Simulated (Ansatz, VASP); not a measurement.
**One calculation of AlCu, two programs**

INCAR

```
PREC = Accurate
ENCUT = 520
EDIFF = 1E-6
ISMEAR = 0
SIGMA = 0.1
LREAL = False
LASPH = True
NELM = 60
ALGO = Normal
ISIF = 2
LWAVE = False
LCHARG = True
GGA = PS
LELF = True
LVHAR = True
NBANDS = 14
```

KPOINTS

```
regular mesh
0
Gamma
  14 14 14
```

The input POSCAR:

```
AlCu
1.0
    3.0991245551      0.0000000000      0.0000000000
    0.0000000000      3.0991245551      0.0000000000
    0.0000000000      0.0000000000      3.0991245551
Al Cu
1 1
Direct
    0.0000000000      0.0000000000      0.0000000000
    0.5000000000      0.5000000000      0.5000000000
```

Input for Ansatz:

```yaml
crystal:
  lattice:
    - [3.0991245551, 0.0, 0.0]
    - [0.0, 3.0991245551, 0.0]
    - [0.0, 0.0, 3.0991245551]
  atoms:
    - { symbol: Al, position: [0.0, 0.0, 0.0] }
    - { symbol: Cu, position: [0.5, 0.5, 0.5] }
basis:
  ecutwfc: 420
kpoints:
  mp_grid: { grid: [14, 14, 14] }
hamiltonian:
  xc: pbesol
scf:
  occupations: { method: gaussian, width: 0.1 }
output:
  forces: true
  stress: true
  eigenvalues: true
  populations: true
```

Alike in both runs: task single point; functional PBEsol; k mesh 14 × 14 × 14; occupations gaussian, width 0.1 eV; no spin polarisation.

|  | VASP | Ansatz |
| --- | --- | --- |
| version | VASP 6.6.1 | Ansatz 0.2.0 |
| potentials or method | VASP PAW PBE potentials, release 64 (Al, Cu) | scalar-relativistic, plane waves, PAW |
| plane-wave cutoff (eV) | 520 | 420 |
| valence electrons in the cell | 14 | 22 |

Ansatz gave:

- gap on the k mesh at the Fermi level (eV): none
- pressure (GPa): -13.0

Estimate VASP's values.

gap on the k mesh at the Fermi level (eV): none; pressure (GPa): -12.1.

A gap of «none» marks a metal or a gap that the smearing closes. The two sets of potentials don't hold the same shells in valence.

Caveats: the PAW data sets were made with another functional, which shifts forces and pressure a little (VASP).
